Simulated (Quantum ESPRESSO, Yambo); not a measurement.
**NaF (Villiaumite): G0W0 in Yambo against the screening cutoff**

How does the gap of NaF (Villiaumite) converge in the screening cutoff?

Program: Yambo 5.3.0. Level of theory: PBE and many-body steps on it, plane waves. Results are calculated unless marked as measured.

Most raw output is cut from this account.

The database entry behind the starting cell differs from later determinations by our own check (0.1 to 0.3 % short, probably kX units), so it need not match the best structure at ambient conditions.

**1. The starting structure**

The structure is cubic, space group Fm-3m (No. 225). Conventional cell: a = 4.620 Å, b = 4.620 Å, c = 4.620 Å, α = 90.00°, β = 90.00°, γ = 90.00°. Nearest to Na lie 6 F at 2.31 Å. F has 6 Na at 2.31 Å nearest. Farther neighbours and most contacts between anions are not listed.

Coordinates:

```xyz
2
Lattice="0.0000 2.3100 2.3100 2.3100 0.0000 2.3100 2.3100 2.3100 0.0000" Properties=species:S:1:pos:R:3 pbc="T T T"
Na    0.0000    0.0000    0.0000
F     2.3100    2.3100    2.3100
```

The cell and positions come from the Crystallography Open Database and are kept as given unless a step says otherwise.

**2. 3.25 Ha**

This step: Yambo 5.3.0; G0W0 on PBE, plane waves, norm-conserving pseudopotentials.

Now the one-shot GW correction: screening in the RPA, then the self-energy of the levels asked for.

Contents of gw7.in:

```
HF_and_locXC
gw0
dyson
ppa
em1d
rim_cut
RandQpts= 1000000
RandGvec= 1 RL
EXXRLvcs= 76 Ry
VXCRLvcs= 304 Ry
Chimod= "HARTREE"
% BndsRnXp
 1 | 81 |
%
NGsBlkXp= 6.5 Ry
% LongDrXp
 1 | 1 | 1 |
%
% GbndRnge
 1 | 81 |
%
DysSolver= "n"
ExtendOut
PPAPntXp= 27.21138 eV
% QPkrange
 1 | 1 | 7 | 10 |
%
```

Launch:

```
OMP_NUM_THREADS=1 mpirun -n 4 yambo -F gw7.in -J gw7 -C gw7 > gw7.log
```

Run time: 9.5 s. Hardware: 4 MPI ranks of Arm Neoverse V1, shared host; peak memory 1.2 GiB.

Numbers from this step:

```yaml
g0w0_gap_on_the_points_computed: 10.36 eV
starting_gap_on_the_mesh: 6.390 eV
k_of_the_valence_top: 0, 0, 0
k_of_the_conduction_bottom: 0, 0, 0
least_direct_g0w0_gap_on_the_computed_points: 10.36 eV
z_at_the_valence_top: 0.8298
z_at_the_conduction_bottom: 0.9057
```

The gap on the mesh goes from 6.39 eV to 10.36 eV, a correction of +3.97 eV.

**3. 5.25 Ha**

Contents of gw8.in:

```
HF_and_locXC
gw0
dyson
ppa
em1d
rim_cut
RandQpts= 1000000
RandGvec= 1 RL
EXXRLvcs= 76 Ry
VXCRLvcs= 304 Ry
Chimod= "HARTREE"
% BndsRnXp
 1 | 81 |
%
NGsBlkXp= 10.5 Ry
% LongDrXp
 1 | 1 | 1 |
%
% GbndRnge
 1 | 81 |
%
DysSolver= "n"
ExtendOut
PPAPntXp= 27.21138 eV
% QPkrange
 1 | 1 | 7 | 10 |
%
```

Launch:

```
OMP_NUM_THREADS=1 mpirun -n 4 yambo -F gw8.in -J gw8 -C gw8 > gw8.log
```

Wall time 12 s (4 MPI ranks); peak memory 1.2 GiB.

This step gave:

```
G0W0 gap on the points computed              : 10.40 eV
starting gap on the mesh                     : 6.390 eV
k of the valence top                         : 0, 0, 0
k of the conduction bottom                   : 0, 0, 0
least direct G0W0 gap on the computed points : 10.40 eV
Z at the valence top                         : 0.8249
Z at the conduction bottom                   : 0.9049
```

Against the run before, the gap moves by +0.042 eV.

**4. 10.5 Ha**

Contents of gw9.in:

```
HF_and_locXC
gw0
dyson
ppa
em1d
rim_cut
RandQpts= 1000000
RandGvec= 1 RL
EXXRLvcs= 76 Ry
VXCRLvcs= 304 Ry
Chimod= "HARTREE"
% BndsRnXp
 1 | 81 |
%
NGsBlkXp= 21 Ry
% LongDrXp
 1 | 1 | 1 |
%
% GbndRnge
 1 | 81 |
%
DysSolver= "n"
ExtendOut
PPAPntXp= 27.21138 eV
% QPkrange
 1 | 1 | 7 | 10 |
%
```

Launch:

```
OMP_NUM_THREADS=1 mpirun -n 4 yambo -F gw9.in -J gw9 -C gw9 > gw9.log
```

Elapsed: 37 s, on 4 MPI ranks; peak memory 1.2 GiB; 2.4 min of CPU time.

This step gave:

```yaml
g0w0_gap_on_the_points_computed: 10.44 eV
starting_gap_on_the_mesh: 6.390 eV
k_of_the_valence_top: 0, 0, 0
k_of_the_conduction_bottom: 0, 0, 0
least_direct_g0w0_gap_on_the_computed_points: 10.44 eV
```

Against the run before, the gap moves by +0.032 eV.

**5. 13 Ha**

Contents of gw10.in:

```
HF_and_locXC
gw0
dyson
ppa
em1d
rim_cut
RandQpts= 1000000
RandGvec= 1 RL
EXXRLvcs= 76 Ry
VXCRLvcs= 304 Ry
Chimod= "HARTREE"
% BndsRnXp
 1 | 81 |
%
NGsBlkXp= 26 Ry
% LongDrXp
 1 | 1 | 1 |
%
% GbndRnge
 1 | 81 |
%
DysSolver= "n"
ExtendOut
PPAPntXp= 27.21138 eV
% QPkrange
 1 | 1 | 7 | 10 |
%
```

Launch:

```
OMP_NUM_THREADS=1 mpirun -n 4 yambo -F gw10.in -J gw10 -C gw10 > gw10.log
```

It took 53 s on 4 MPI ranks; peak memory 1.2 GiB.

Numbers from this step:

* G0W0 gap on the points computed: 10.44 eV
* starting gap on the mesh: 6.390 eV
* k of the valence top: 0, 0, 0
* k of the conduction bottom: 0, 0, 0
* least direct G0W0 gap on the computed points: 10.44 eV

Against the run before, the gap moves by +0.0004 eV.

**6. 16.25 Ha**

Contents of gw11.in:

```
HF_and_locXC
gw0
dyson
ppa
em1d
rim_cut
RandQpts= 1000000
RandGvec= 1 RL
EXXRLvcs= 76 Ry
VXCRLvcs= 304 Ry
Chimod= "HARTREE"
% BndsRnXp
 1 | 81 |
%
NGsBlkXp= 32.5 Ry
% LongDrXp
 1 | 1 | 1 |
%
% GbndRnge
 1 | 81 |
%
DysSolver= "n"
ExtendOut
PPAPntXp= 27.21138 eV
% QPkrange
 1 | 1 | 7 | 10 |
%
```

Launch:

```
OMP_NUM_THREADS=1 mpirun -n 4 yambo -F gw11.in -J gw11 -C gw11 > gw11.log
```

It took 97 s on 4 MPI ranks; peak memory 1.2 GiB; 6.4 min of CPU time.

This step gave:

```yaml
g0w0_gap_on_the_points_computed: 10.44 eV
starting_gap_on_the_mesh: 6.390 eV
k_of_the_valence_top: 0, 0, 0
k_of_the_conduction_bottom: 0, 0, 0
least_direct_g0w0_gap_on_the_computed_points: 10.44 eV
```

Against the run before, the gap moves by −0.0002 eV.

**7. Side by side**

Times are wall times on 4 MPI ranks of Arm Neoverse V1, shared host, good to a factor of about two.

```
     run   mesh  bands  screening cutoff (eV)  DFT gap (eV)  gap on the mesh (eV)  direct (eV)   time
 3.25 Ha  4×4×4     81                   88.4         6.390                10.361       10.361  9.5 s
 5.25 Ha  4×4×4     81                  142.9         6.390                10.403       10.403   12 s
 10.5 Ha  4×4×4     81                  285.7         6.390                10.436       10.436   37 s
   13 Ha  4×4×4     81                  353.7         6.390                10.436       10.436   53 s
16.25 Ha  4×4×4     81                  442.2         6.390                10.436       10.436   97 s
```

**8. Outcome**

```json
{
 "3.25 Ha": "10.361 eV",
 "5.25 Ha": "10.403 eV",
 "10.5 Ha": "10.436 eV",
 "13 Ha": "10.436 eV",
 "16.25 Ha": "10.436 eV",
 "known limits": "not at the basis limit; coarse k mesh"
}
```

In words: The setting moved: screening cutoff. From 3.25 Ha to 16.25 Ha the gap moves by +0.08 eV, for 10 times the time. It holds to 0.03 eV from 10.5 Ha on. Bands and screening cutoff are coupled, so a series along one setting does not show full convergence. Bands and cutoff are finite, so the gap is not at the basis limit. The miss can reach some tenths of an eV and take either sign; the mesh is an error of its own. In the G0W0 runs levels were corrected at 1 k point alone, so a gap called «on the mesh» is the least over those, and an edge elsewhere would be missed. The 4×4×4 mesh is coarse for this cell, which bears on the long-range parts of exchange and screening.

[Paths, hosts, dates, memory and timing lines, banners, echoed tables and standing remarks are left out of the program output.]

[Logs are printed without paths, hosts, clocks, repeated set-up lines and the standing remarks that a program may print on its own settings, such as how far it seeks lower states.]

[Runs of the session that timed out or met a known fault of the program may be left out.]

[Hosts, paths, dates, database ids (printed as entryN), source tags and the programs' standing remarks are cut or masked in the printed files.]
